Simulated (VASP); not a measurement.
# CuI2 (Fm-3m) in VASP: settings compared, part 2 of 2

VASP 6.6.1.

**4. Single point, r2SCAN+U, collinear spin, antiferromagnetic start**

This run uses another cell than the first one: it holds 6 atoms, not 3.

INCAR

```
PREC = Accurate
ENCUT = 520
EDIFF = 1E-6
ISMEAR = 0
SIGMA = 0.05
LREAL = False
LASPH = True
NELM = 80
ALGO = Normal
ISIF = 2
LWAVE = False
LCHARG = False
ISPIN = 2
MAGMOM = 0.6 -0.6 0 0 0 0
LORBIT = 11
LMAXMIX = 4
LDAU = True
LDAUTYPE = 2
LDAUL = 2 -1
LDAUU = 7 0
LDAUJ = 0 0
LDAUPRINT = 1
METAGGA = R2SCAN
LMIXTAU = True
```

KPOINTS

```
Automatic mesh
0
Gamma
  5 5 5
```

POSCAR

```
CuI2
1.0
    3.5112550600      3.5112550600      7.0225101200
    3.5112550600     -3.5112550600      0.0000000000
    3.5112550600      3.5112550600      0.0000000000
Cu I
2 4
Direct
    0.0000000000      0.0000000000      0.0000000000
    0.5000000000      0.5000000000      0.0000000000
    0.2500000000      0.0000000000      0.2500000000
    0.7500000000      0.5000000000      0.2500000000
    0.7500000000      0.0000000000      0.7500000000
    0.2500000000      0.5000000000      0.7500000000
```

Potentials or basis: VASP PAW PBE potentials, release 64 (Cu, I).

Command:

```
$ cat potpaw_PBE.64/Cu/POTCAR potpaw_PBE.64/I/POTCAR > POTCAR
$ mpirun -np 1 vasp_std > vasp.out
```

OUTCAR:

```text
PREC = Accurate
   ENCUT = 520
   EDIFF = 1E-6
   ISMEAR = 0
   LREAL = False
   LASPH = True
   NELM = 80
   ISIF = 2
   ISPIN = 2
   LORBIT = 11
   METAGGA = R2SCAN

 ion  position               nearest neighbor table
   1  0.000  0.000  0.000-   5 3.04   3 3.04   4 3.04   5 3.04   6 3.04   3 3.04   4 3.04   6 3.04

   2  0.500  0.500  0.000-   6 3.04   3 3.04   4 3.04   5 3.04   6 3.04   4 3.04   3 3.04   5 3.04

   3  0.250  0.000  0.250-   1 3.04   1 3.04   2 3.04   2 3.04   5 3.51   6 3.51   6 3.51   6 3.51
                             6 3.51   5 3.51
   4  0.750  0.500  0.250-   2 3.04   1 3.04   2 3.04   1 3.04   5 3.51   6 3.51   5 3.51   5 3.51
                             5 3.51   6 3.51
   5  0.750  0.000  0.750-   1 3.04   2 3.04   1 3.04   2 3.04   3 3.51   4 3.51   4 3.51   4 3.51
                             4 3.51   3 3.51
   6  0.250  0.500  0.750-   1 3.04   2 3.04   2 3.04   1 3.04   3 3.51   4 3.51   3 3.51   3 3.51
                             3 3.51   4 3.51

  LATTYP: Found a simple tetragonal cell.
 ALAT       =     4.9656645268
 C/A-ratio  =     1.4142135624

  Lattice vectors:

 A1 = (   3.5112550600,  -3.5112550600,   0.0000000000)
 A2 = (   3.5112550600,   3.5112550600,   0.0000000000)
 A3 = (   0.0000000000,   0.0000000000,   7.0225101200)

Analysis of symmetry for initial positions (statically):
=====================================================================
 Subroutine PRICEL returns following result:

  LATTYP: Found a face centered cubic cell.
 ALAT       =     7.0225101200
[... 12 lines left out ...]
 Subroutine GETGRP returns: Found 16 space group operations
 (whereof 16 operations were pure point group operations)
 out of a pool of 16 trial point group operations.

The static configuration has the point symmetry D_4h.

Analysis of symmetry for dynamics (positions and initial velocities):
=====================================================================
 Subroutine PRICEL returns following result:

  LATTYP: Found a face centered cubic cell.
 ALAT       =     7.0225101200
[... 12 lines left out ...]
 Subroutine GETGRP returns: Found 16 space group operations
[... 256 lines left out ...]
      3      -7.9140      1.00000
      4      -7.0621      1.00000
      5      -1.1348      1.00000
      6       0.1858      1.00000
[... 583 lines left out ...]
     29      10.4135      0.00000
     30      11.2526      0.00000
 Fermi energy:         4.5492255273

 spin component 2

 k-point     1 :       0.0000    0.0000    0.0000
  band No.  band energies     occupation
      1      -9.6235      1.00000
      2      -8.7174      1.00000
      3      -7.9140      1.00000
      4      -7.0621      1.00000
      5      -1.1348      1.00000
      6       0.1858      1.00000
[... 583 lines left out ...]
     29      10.4135      0.00000
     30      11.2539      0.00000

------------------------ aborting loop because EDIFF is reached ----------------------------------------

  FORCE on cell =-STRESS in cart. coord.  units (eV):
  Direction    XX          YY          ZZ          XY          YZ          ZX
  --------------------------------------------------------------------------------------
  -------------------------------------------------------------------------------------
  Total        2.7604506      2.7604506      2.9193914      0.0000000      0.0000000      0.0000000
  in kB       25.5413259     25.5413259     27.0119401      0.0000000      0.0000000      0.0000000
  external PRESSURE =      26.0315306 kB  Pullay stress =       0.0000000 kB

 VOLUME and BASIS-vectors are now :
 -----------------------------------------------------------------------------
  energy-cutoff  :      520.00
  volume of cell :      173.16
      direct lattice vectors                 reciprocal lattice vectors
     3.511255060  3.511255060  7.022510120     0.000000000  0.000000000  0.142399225
     3.511255060 -3.511255060  0.000000000     0.142399225 -0.142399225  0.000000000
     3.511255060  3.511255060  0.000000000     0.142399225  0.142399225 -0.142399225

 POSITION                                       TOTAL-FORCE (eV/Angst)
 -----------------------------------------------------------------------------------
      0.00000      0.00000      0.00000        -0.000000     -0.000000     -0.000000
      3.51126      0.00000      3.51126        -0.000000     -0.000000     -0.000000
      1.75563      1.75563      1.75563         0.000000      0.000000     -0.000000
      5.26688      1.75563      5.26688        -0.000000      0.000000     -0.000000
      5.26688      5.26688      5.26688        -0.000000     -0.000000      0.000000
      5.26688      1.75563      1.75563         0.000000     -0.000000      0.000000
 -----------------------------------------------------------------------------------
    total drift:                               -0.000000      0.000000      0.000000

  FREE ENERGIE OF THE ION-ELECTRON SYSTEM (eV)
  ---------------------------------------------------
  free  energy   TOTEN  =      -114.2641449564 eV

  energy  without entropy=     -114.2576323736  energy(sigma->0) =     -114.26088866

 total charge

# of ion       s       p       d       tot
------------------------------------------
    1        0.189   0.135   9.583   9.907
    2        0.189   0.135   9.583   9.907
    3        1.543   2.732   0.027   4.302
    4        1.543   2.732   0.027   4.302
    5        1.543   2.732   0.027   4.302
    6        1.543   2.732   0.027   4.302
--------------------------------------------------
tot          6.550  11.201  19.272  37.022

 magnetization (x)

# of ion       s       p       d       tot
------------------------------------------
    1       -0.000  -0.000  -0.000  -0.000
    2        0.000   0.000   0.000   0.000
    3        0.000   0.000   0.000   0.000
    4        0.000   0.000   0.000   0.000
    5        0.000   0.000   0.000   0.000
    6        0.000   0.000   0.000   0.000
--------------------------------------------------
tot          0.000   0.000   0.000   0.000
```

OSZICAR:

```text
N       E                     dE             d eps       ncg     rms          rms(c)
DAV:   1     0.317073103319E+03    0.31707E+03   -0.21232E+04  2160   0.172E+03
DAV:   2    -0.597507816254E+02   -0.37682E+03   -0.36661E+03  2190   0.372E+02
DAV:   3    -0.119342217741E+03   -0.59591E+02   -0.56644E+02  2882   0.165E+02
DAV:   4    -0.122532914813E+03   -0.31907E+01   -0.31192E+01  2728   0.341E+01
[... 10 lines left out ...]
DAV:  15    -0.114264073945E+03   -0.71502E-04   -0.39445E-04  3124   0.177E-01    0.608E-02
DAV:  16    -0.114264111688E+03   -0.37743E-04   -0.42005E-05  3346   0.143E-01    0.359E-02
DAV:  17    -0.114264141121E+03   -0.29433E-04   -0.91480E-05  2382   0.682E-02    0.216E-02
DAV:  18    -0.114264144025E+03   -0.29038E-05   -0.11427E-05  3124   0.453E-02    0.241E-02
DAV:  19    -0.114264144956E+03   -0.93152E-06   -0.51081E-07  1602   0.913E-03
   1 F= -.11426414E+03 E0= -.11426089E+03  d E =-.651258E-02  mag=    -0.0000
```

stdout:

```text
POSCAR found type information on POSCAR CuI
 POSCAR found :  2 types and       6 ions
 scaLAPACK will be used
 -----------------------------------------------------------------------------
|                                                                             |
|                                                                             |
|     You enforced a specific xc type in the INCAR file but a different       |
|     I HOPE YOU KNOW WHAT YOU ARE DOING!                                     |
|                                                                             |
 -----------------------------------------------------------------------------

 LDA part: xc-table for (None), standard interpolation
 POSCAR, INCAR and KPOINTS ok, starting setup
 FFT: planning ... GRIDC
 FFT: planning ... GRID_SOFT
 FFT: planning ... GRID
 WAVECAR not read
 entering main loop
```

It took 12 min on 1 thread of Intel Xeon Platinum 8375C at 2.90GHz (Ice Lake), shared host; peak memory 0.51 GiB.

Results:

| Item | Value |
| --- | --- |
| Free energy | -114.2641 eV |
| Pressure | 2.6 GPa |
| Band gap on the k mesh | none (metal or under the smearing width) |
| Net moment | 0.00 μB per cell |
| Valence electrons inside the program's atomic spheres | Cu 9.91; I 4.30 |

Stress tensor (GPa, compression positive):
```
2.55 0.00 0.00
0.00 2.55 0.00
0.00 0.00 2.70
```

Levels at points of the mesh, in eV from the Fermi level:
Spin up:
```csv
k point,band 21,band 22,band 23,band 24,band 25,band 26,band 27,band 28,band 29,band 30
"(0.00, 0.00, 0.00)",-0.84,-0.83,-0.83,0.30,0.30,0.64,1.85,2.38,4.07,4.07
```
Spin down:
```
           k point  band 21  band 22  band 23  band 24  band 25  band 26  band 27  band 28  band 29  band 30
(0.00, 0.00, 0.00)    -0.84    -0.83    -0.83     0.30     0.30     0.64     1.85     2.38     4.07     4.07
```

Eigenvalues of the final occupation matrices:
| site | spin | trace | eigenvalues |
| --- | --- | --- | --- |
| site 1 d | 1 | 4.80 | 0.96 0.96 0.96 0.96 0.96 |
| site 1 d | 2 | 4.80 | 0.96 0.96 0.96 0.96 0.96 |
| site 2 d | 1 | 4.80 | 0.96 0.96 0.96 0.96 0.96 |
| site 2 d | 2 | 4.80 | 0.96 0.96 0.96 0.96 0.96 |

Caveat: the PAW data sets were made with another functional, which shifts forces and pressure a little.

**5. Single point, r2SCAN+U, collinear spin, ferrimagnetic start**

This run uses another cell than the first one: it holds 6 atoms, not 3.

INCAR

```
SYSTEM = CuI2
PREC = Accurate
ENCUT = 520
EDIFF = 1E-7
ISMEAR = 0
SIGMA = 0.05
LREAL = .False.
LASPH = .True.
NELM = 100
ALGO = Normal
ISIF = 2
LWAVE = .False.
LCHARG = .False.
ISPIN = 2
MAGMOM = 0.6 -0.3 0 0 0 0
LORBIT = 11
LMAXMIX = 4
LDAU = .True.
LDAUTYPE = 2
LDAUL = 2 -1
LDAUU = 7 0
LDAUJ = 0 0
LDAUPRINT = 1
METAGGA = R2SCAN
LMIXTAU = .True.
```

KPOINTS

```
Automatic mesh
0
Gamma
  5 5 5
  0 0 0
```

POSCAR

```
CuI2
1.0
    0.0000000000      3.5112550600      3.5112550600
    3.5112550600      0.0000000000      3.5112550600
    7.0225101200      7.0225101200      0.0000000000
Cu I
2 4
Direct
    0.0000000000      0.0000000000      0.0000000000
    0.0000000000      0.0000000000      0.5000000000
    0.2500000000      0.2500000000      0.1250000000
    0.2500000000      0.2500000000      0.6250000000
    0.7500000000      0.7500000000      0.3750000000
    0.7500000000      0.7500000000      0.8750000000
```

Command:

```
$ cat potpaw_PBE.64/Cu/POTCAR potpaw_PBE.64/I/POTCAR > POTCAR
$ mpirun -np 1 vasp_std > vasp.out
```

Run time: 15 min. Hardware: 1 thread of Intel Xeon Platinum 8375C at 2.90GHz (Ice Lake), shared host; peak memory 0.55 GiB.

Results (log left out):

- Free energy: -114.2727 eV
- Pressure: 2.6 GPa
- Band gap on the k mesh: none (metal or under the smearing width)
- Net moment: 0.00 μB per cell
- Valence electrons inside the program's atomic spheres: Cu 9.91; I 4.30

Stress tensor (GPa, compression positive):
```
 2.59  0.05 -0.05
 0.05  2.59 -0.05
-0.05 -0.05  2.59
```

Levels at points of the mesh, in eV from the Fermi level:
Spin up:
```tsv
k point	band 23	band 24	band 25	band 26	band 27	band 28	band 29	band 30
(0.00, 0.00, 0.00)	-1.60	-0.88	-0.88	-0.88	2.33	4.02	4.02	4.02
```
Spin down:
```
           k point  band 22  band 23  band 24  band 25  band 26  band 27  band 28  band 29  band 30
(0.00, 0.00, 0.00)    -1.60    -1.60    -0.88    -0.88    -0.88     2.33     4.02     4.02     4.02
```

Eigenvalues of the final occupation matrices:
| site | spin | trace | eigenvalues |
| --- | --- | --- | --- |
| site 1 d | 1 | 4.80 | 0.96 0.96 0.96 0.96 0.96 |
| site 1 d | 2 | 4.80 | 0.96 0.96 0.96 0.96 0.96 |
| site 2 d | 1 | 4.80 | 0.96 0.96 0.96 0.96 0.96 |
| site 2 d | 2 | 4.80 | 0.96 0.96 0.96 0.96 0.96 |

Caveat: the PAW data sets were made with another functional, which shifts forces and pressure a little. Spin-orbit coupling is left out, which matters for the levels of I.

**6. Summary**

| level | potentials or basis | spin | U | fixed moment (μB) | supercell matrix | gap on the mesh (eV) | pressure (GPa) | moment (μB) |
| --- | --- | --- | --- | --- | --- | --- | --- | --- |
| LDA+U | VASP PAW LDA potentials, release 64 (Cu, I) | collinear, ferromagnetic start | Cu d U = 3 eV | 0 | - | - | -1.9 | 0.00 |
| r2SCAN+U | VASP PAW PBE potentials, release 64 (Cu, I) | collinear, ferromagnetic start | Cu d U = 7 eV | - | - | none | 2.6 | 0.04 |
| r2SCAN+U | VASP PAW PBE potentials, release 64 (Cu, I) | collinear, antiferromagnetic start | Cu d U = 7 eV | - | [1, 1, 0, -1, 1, 0, 0, 0, 1] | none | 2.6 | 0.00 |
| r2SCAN+U | VASP PAW PBE potentials, release 64 (Cu, I) | collinear, ferrimagnetic start | Cu d U = 7 eV | - | [1, 0, 0, 0, 1, 0, 0, 0, 2] | none | 2.6 | 0.00 |

Alike in all rows: task single point; cell as given; k mesh 5 × 5 × 5; cutoff (eV) 520; smearing gaussian 0.05 eV.

Caveats: the PAW data sets were made with another functional, which shifts forces and pressure a little (some runs); the total moment is fixed, so each spin has its own Fermi level (some runs).

Absolute energies hang on the potentials; compare differences alone.
